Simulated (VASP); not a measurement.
# InP (F-43m) in VASP: a series of runs, part 2 of 2

VASP 6.6.1. Earlier steps stand in the parts before.

## (3) Relaxation of cell and atoms, PBEsol

This run uses another cell than the first one, of 25.17 Å³/atom, 0.991 times its volume.

Input file INCAR:

```
PREC = Accurate
ENCUT = 600
EDIFF = 1E-7
ISMEAR = -1
SIGMA = 0.05
LREAL = False
LASPH = True
NELM = 60
ALGO = Normal
ISIF = 3
LWAVE = False
LCHARG = False
GGA = PS
IBRION = 2
NSW = 80
EDIFFG = -0.02
```

Input file KPOINTS:

```
Automatic mesh
0
Gamma
  8 8 8
```

Input file POSCAR:

```
InP
1.0
    0.0000000000      2.9305000000      2.9305000000
    2.9305000000      0.0000000000      2.9305000000
    2.9305000000      2.9305000000      0.0000000000
In P
1 1
Direct
    0.0000000000      0.0000000000      0.0000000000
    0.7500000000      0.7500000000      0.7500000000
```

Potentials or basis: VASP PAW PBE potentials, release 64 (In_d, P).

Command:

```console
cat potpaw_PBE.64/In_d/POTCAR potpaw_PBE.64/P/POTCAR > POTCAR
mpirun -np 1 vasp_std > vasp.out
```

OUTCAR:

```text
PREC = Accurate
   ENCUT = 600
   EDIFF = 1E-7
   ISMEAR = -1
   LREAL = False
   LASPH = True
   NELM = 60
   ISIF = 3
   GGA = PS
   IBRION = 2
   NSW = 80
   EDIFFG = -0.02

 ion  position               nearest neighbor table
   1  0.000  0.000  0.000-   2 2.54   2 2.54   2 2.54   2 2.54
   2  0.750  0.750  0.750-   1 2.54   1 2.54   1 2.54   1 2.54

  LATTYP: Found a face centered cubic cell.
 ALAT       =     5.8610000000

  Lattice vectors:

 A1 = (   0.0000000000,   2.9305000000,   2.9305000000)
 A2 = (   2.9305000000,   0.0000000000,   2.9305000000)
 A3 = (   2.9305000000,   2.9305000000,   0.0000000000)

Analysis of symmetry for initial positions (statically):
=====================================================================
 Subroutine PRICEL returns:
 Original cell was already a primitive cell.

 Routine SETGRP: Setting up the symmetry group for a
 face centered cubic supercell.

 Subroutine GETGRP returns: Found 24 space group operations
 (whereof 24 operations were pure point group operations)
 out of a pool of 48 trial point group operations.

The static configuration has the point symmetry T_d .

Analysis of symmetry for dynamics (positions and initial velocities):
=====================================================================
 Subroutine PRICEL returns:
 Original cell was already a primitive cell.

 Routine SETGRP: Setting up the symmetry group for a
 face centered cubic supercell.

 Subroutine GETGRP returns: Found 24 space group operations
 (whereof 24 operations were pure point group operations)
 out of a pool of 48 trial point group operations.

The dynamic configuration has the point symmetry T_d .

 Subroutine INISYM returns: Found 24 space group operations
 (whereof 24 operations are pure point group operations),
 and found     1 'primitive' translations

----------------------------------------------------------------------------------------

                                     Primitive cell

  volume of cell :      50.3333
[... 133 lines left out ...]
  ---------------------------------------------------
  ext. energy  EPLUGINS =         0.00000000
  ---------------------------------------------------
  free energy    TOTEN  =        -9.15420384 eV

  energy without entropy =       -9.15419234  energy(sigma->0) =       -9.15419809

------------------------ aborting loop because EDIFF is reached ----------------------------------------

  FORCE on cell =-STRESS in cart. coord.  units (eV):
  Direction    XX          YY          ZZ          XY          YZ          ZX
  --------------------------------------------------------------------------------------
  -------------------------------------------------------------------------------------
  Total        0.1912684      0.1912684      0.1912684      0.0000000      0.0000000      0.0000000
  in kB        6.0883377      6.0883377      6.0883377      0.0000000      0.0000000      0.0000000
  external PRESSURE =       6.0883377 kB  Pullay stress =       0.0000000 kB
[... 59 lines left out ...]
--------------------------------------- Ionic step        3  -------------------------------------------

 number of electron      17.9999998 magnetization

 Free energy of the ion-electron system (eV)
  ---------------------------------------------------
  ext. energy  EPLUGINS =         0.00000000
  ---------------------------------------------------
  free energy    TOTEN  =        -9.15507437 eV

  energy without entropy =       -9.15505680  energy(sigma->0) =       -9.15506559

 E-fermi :   5.3075     XC(G=0):  -9.4388

 val. band max:        4.9932196733   @ k =   0.0000   0.0000   0.0000
 cond. band min:       5.5590987791   @ k =   0.0000   0.0000   0.0000
 fundamental gap:      0.5658791058
 Fermi energy:         5.3074995253

 k-point     1 :       0.0000    0.0000    0.0000
  band No.  band energies     occupation
      1      -9.1383      2.00000
      2      -9.1383      2.00000
      3      -9.1383      2.00000
      4      -8.9882      2.00000
      5      -8.9882      2.00000
      6      -6.4925      2.00000
      7       4.9932      1.99628
      8       4.9932      1.99628
      9       4.9932      1.99628
     10       5.5591      0.01297
     11       9.0092      0.00000
     12       9.0092      0.00000
     13       9.0092      0.00000
[... 354 lines left out ...]
  band No.  band energies     occupation
      1      -9.2693      2.00000
      2      -9.0907      2.00000
      3      -9.0708      2.00000
      4      -8.9938      2.00000
      5      -8.9755      2.00000
      6      -4.4552      2.00000
      7      -0.5736      2.00000
      8       2.2826      2.00000
      9       3.3557      2.00000
     10       8.0699      0.00000
     11       9.0716      0.00000
     12      10.7912      0.00000
     13      12.1021      0.00000

 [... further k-points ...]

------------------------ aborting loop because EDIFF is reached ----------------------------------------

  FORCE on cell =-STRESS in cart. coord.  units (eV):
  Direction    XX          YY          ZZ          XY          YZ          ZX
  --------------------------------------------------------------------------------------
  -------------------------------------------------------------------------------------
  Total        0.0001354      0.0001354      0.0001354      0.0000000      0.0000000      0.0000000
  in kB        0.0042701      0.0042701      0.0042701      0.0000000      0.0000000      0.0000000
  external PRESSURE =       0.0042701 kB  Pullay stress =       0.0000000 kB
[... 17 lines left out ...]
  FREE ENERGIE OF THE ION-ELECTRON SYSTEM (eV)
  ---------------------------------------------------
  free  energy   TOTEN  =        -9.1550743740 eV

  energy  without entropy=       -9.1550568034  energy(sigma->0) =       -9.15506559

 reached required accuracy - stopping structural energy minimisation
```

Run time: 2 min. Hardware: 1 thread of AMD EPYC 7R43 (Zen 3), shared host; peak memory 0.18 GiB.

What came out:

- Free energy: -9.1551 eV
- Relaxed volume: 25.40 Å³/atom
- Relaxed cell: a = 4.157 Å, b = 4.157 Å, c = 4.157 Å, α = 60.00°, β = 60.00°, γ = 60.00°
- Space group after relaxing (to 0.05 Å): F-43m (No. 216)
- Energy gained by relaxing: 0.4 meV/atom
- Ionic steps: 3
- Pressure after relaxing: 0.0 GPa
- Band gap on the k mesh: 0.57 eV, direct

Step by step:
```tsv
step	energy change (eV)	largest force (eV/Å)	pressure (GPa)	volume (Å³)
1	0.0000	0.0000	0.61	50.33
2	-0.0006	0.0000	-0.31	51.03
3	-0.0009	0.0000	0.00	50.79
```

Final structure:
```
In P
1.0
     0.00000    2.93938    2.93938
     2.93938    0.00000    2.93938
     2.93938    2.93938    0.00000
In P
1 1
Direct
  0.00000 0.00000 0.00000
  0.75000 0.75000 0.75000
```

Caveat: the PAW data sets were made with another functional, which shifts forces and pressure a little; spin-orbit coupling is left out, which moves the levels of the heavy elements.

## (4) Relaxation of cell and atoms, PBEsol, target pressure 5 GPa, at which the enthalpy is minimised

This run uses another cell than the first one, of 25.17 Å³/atom, 0.991 times its volume.

INCAR: that of step 3 with these lines changed.

```diff
@@ -7,3 +7,3 @@
 LASPH = True
-NELM = 60
+NELM = 80
 ALGO = Normal
@@ -16 +16,2 @@
 EDIFFG = -0.02
+PSTRESS = 50.0
```

KPOINTS is that of step 3.

POSCAR is that of step 3.

Command:

```console
cat potpaw_PBE.64/In_d/POTCAR potpaw_PBE.64/P/POTCAR > POTCAR
mpirun -np 1 vasp_std > vasp.out
```

Wall time 1.9 min (1 thread of AMD EPYC 7R43 (Zen 3), shared host); peak memory 0.18 GiB.

The run converged. Its results:

* Free energy: -9.1090 eV
* Relaxed volume: 23.82 Å³/atom
* Relaxed cell: a = 4.069 Å, b = 4.069 Å, c = 4.069 Å, α = 60.00°, β = 60.00°, γ = 60.00°
* Space group after relaxing (to 0.05 Å): F-43m (No. 216)
* Energy change on relaxing (the enthalpy is what falls): +22.6 meV/atom
* Ionic steps: 3
* Pressure after relaxing: 5.0 GPa
* Band gap on the k mesh: 0.91 eV, direct

The path:
```tsv
step	energy change (eV)	largest force (eV/Å)	pressure (GPa)	volume (Å³)
1	0.0000	0.0000	0.61	50.33
2	0.1416	0.0000	9.51	45.47
3	0.0452	0.0000	4.97	47.63
```

Final structure:
```cif
data_structure
_symmetry_space_group_name_H-M 'P 1'
_symmetry_Int_Tables_number 1
_cell_length_a 4.0689
_cell_length_b 4.0689
_cell_length_c 4.0689
_cell_angle_alpha 60.000
_cell_angle_beta 60.000
_cell_angle_gamma 60.000
_cell_volume 47.63
loop_
_atom_site_label
_atom_site_type_symbol
_atom_site_fract_x
_atom_site_fract_y
_atom_site_fract_z
_atom_site_occupancy
In1 In 0.00000 0.00000 0.00000 1
P1 P 0.75000 0.75000 0.75000 1
```

Levels at points of the mesh, in eV from the valence-band top:
```csv
k point,band 6,band 7,band 8,band 9,band 10,band 11,band 12,band 13
"(0.00, 0.00, 0.00)",-11.95,0.00,0.00,0.00,0.91,4.01,4.01,4.01
"(0.50, 0.00, 0.00)",-10.00,-6.11,-1.07,-1.07,1.53,4.73,4.73,7.04
"(0.50, 0.50, 0.00)",-9.27,-6.07,-2.55,-2.55,1.53,2.15,9.45,9.90
```

Caveat: the cell is relaxed towards a set pressure, so the enthalpy falls and the energy may rise; the PAW data sets were made with another functional, which shifts forces and pressure a little; spin-orbit coupling is left out, which moves the levels of the heavy elements.

## (5) Relaxation of cell and atoms, PBEsol, target pressure 10 GPa, at which the enthalpy is minimised

This run uses another cell than the first one, of 25.17 Å³/atom, 0.991 times its volume.

Input file INCAR:

```
PREC = Accurate
ENCUT = 600
EDIFF = 1E-6
ISMEAR = -1
SIGMA = 0.05
LREAL = False
LASPH = True
NELM = 60
ALGO = Normal
ISIF = 3
LWAVE = False
LCHARG = False
GGA = PS
IBRION = 2
NSW = 80
EDIFFG = -0.02
PSTRESS = 100.0
```

KPOINTS is that of step 4.

POSCAR is that of step 4.

Command:

```console
cat potpaw_PBE.64/In_d/POTCAR potpaw_PBE.64/P/POTCAR > POTCAR
mpirun -np 1 vasp_std > vasp.out
```

Wall time 2.1 min (1 thread of AMD EPYC 7R43 (Zen 3), shared host); peak memory 0.18 GiB.

Results (log left out):

```yaml
Free_energy: -9.0009 eV
Relaxed_volume: 22.64 Å³/atom
Relaxed_cell: a = 4.001 Å, b = 4.001 Å, c = 4.001 Å, α = 60.00°, β = 60.00°, γ = 60.00°
Space_group_after_relaxing_to_0.05_Å: F-43m (No. 216)
Energy_change_on_relaxing_the_enthalpy_is_what_falls: +76.7 meV/atom
Ionic_steps: 4
Pressure_after_relaxing: 10.0 GPa
Band_gap_on_the_k_mesh: 1.17 eV, direct
```

Step by step:
```
step  energy change (eV)  largest force (eV/Å)  pressure (GPa)  volume (Å³)
   1              0.0000                0.0000            0.61        50.33
   2              0.6834                0.0000           25.86        40.34
   3              0.1472                0.0000            9.73        45.38
   4              0.1533                0.0000            9.97        45.28
```

Final structure:
```
CELL_PARAMETERS angstrom
0.00000 2.82898 2.82898
2.82898 0.00000 2.82898
2.82898 2.82898 0.00000
ATOMIC_POSITIONS crystal
In 0.00000 0.00000 0.00000
P 0.75000 0.75000 0.75000
```

Levels at points of the mesh, in eV from the valence-band top:
```
           k point  band 6  band 7  band 8  band 9  band 10  band 11  band 12  band 13
(0.00, 0.00, 0.00)  -12.34    0.00    0.00    0.00     1.17     3.98     3.98     3.98
(0.50, 0.00, 0.00)  -10.20   -6.42   -1.16   -1.16     1.64     4.72     4.72     7.10
(0.50, 0.50, 0.00)   -9.42   -6.32   -2.74   -2.74     1.43     2.11     9.79    10.23
```

Caveat: the cell is relaxed towards a set pressure, so the enthalpy falls and the energy may rise; the PAW data sets were made with another functional, which shifts forces and pressure a little; spin-orbit coupling is left out, which moves the levels of the heavy elements. A k mesh can miss the band edges.

## (6) The runs side by side

```csv
task,cell,cutoff (eV),gap on the mesh (eV),pressure (GPa)
single point,"a = 4.157 Å, angles 60.0°, 2 atoms",520,0.57,0.0
relaxation of cell and atoms,"relaxed from a = 4.144 Å, angles 60.0°, 2 atoms",600,0.57,0.0
relaxation of cell and atoms,"relaxed to 5 GPa from a = 4.144 Å, angles 60.0°, 2 atoms",600,0.91,5.0
relaxation of cell and atoms,"relaxed to 10 GPa from a = 4.144 Å, angles 60.0°, 2 atoms",600,1.17,10.0
```

Alike in all rows: level PBEsol; potentials or basis VASP PAW PBE potentials, release 64 (In_d, P); no spin polarisation; k mesh 8 × 8 × 8; smearing fermi-dirac 0.05 eV.

Caveats: the PAW data sets were made with another functional, which shifts forces and pressure a little; spin-orbit coupling is left out, which moves the levels of the heavy elements; the cell is relaxed towards a set pressure, so the enthalpy falls and the energy may rise (some runs).

Total energies depend on the potentials used, so only differences within one code and one set of settings carry meaning.

## (7) Against experiment

Step 2. A measured gap of InP is 1.4236 eV (direct; 1.6 K; a printed reference work, data compilation); the calculated 0.57 eV misses it by -0.86 eV. Spin-orbit coupling on In is left out. The value is that of PBEsol, without temperature or zero-point motion. Semilocal functionals fall short of measured gaps as a rule.
